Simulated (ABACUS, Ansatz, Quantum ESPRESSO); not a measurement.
## SnTe: 3 runs at one level of theory

```
Te Sn
1.0
     0.00000    3.15085    3.15085
     3.15085    0.00000    3.15085
     3.15085    3.15085    0.00000
Te Sn
1 1
Direct
  0.50000 0.50000 0.50000
  0.00000 0.00000 0.00000
```

Alike in all runs: task single point; functional PBE; k mesh 6 × 6 × 6; occupations fermi-dirac, width 0.05 eV; no spin polarisation; no spin-orbit coupling. Pressure is positive in compression and, in plane waves, holds the error of the finite cutoff, which Ansatz's Pulay term estimates and takes out.

```json
{"program and potentials": "Quantum ESPRESSO, SG15 PBE 1.2", "plane-wave cutoff (eV)": "952", "notes": "15 valence electrons an atom on average", "band gap (eV)": "0.10", "pressure (GPa)": "2.35"}
{"program and potentials": "Ansatz, PAW datasets made for the crystal", "plane-wave cutoff (eV)": "240", "notes": "10 valence electrons an atom on average", "band gap (eV)": "0.10", "pressure (GPa)": "2.29"}
{"program and potentials": "ABACUS, SPMS ONCV 1.0 PBE, plane waves", "plane-wave cutoff (eV)": "1129", "notes": "15 valence electrons an atom on average", "band gap (eV)": "0.10", "pressure (GPa)": "2.34"}
```

All agree on the band gap. The pressure spans 2.29 (Ansatz, PAW datasets made for the crystal) to 2.35 GPa (Quantum ESPRESSO, SG15 PBE 1.2). Spin-orbit coupling, left out here, moves the band edges of heavy atoms.

Differences between rows come from potentials, basis sets and numerical settings, since the functional is the same but for its coding. Runs on potential files found faulty are left out.
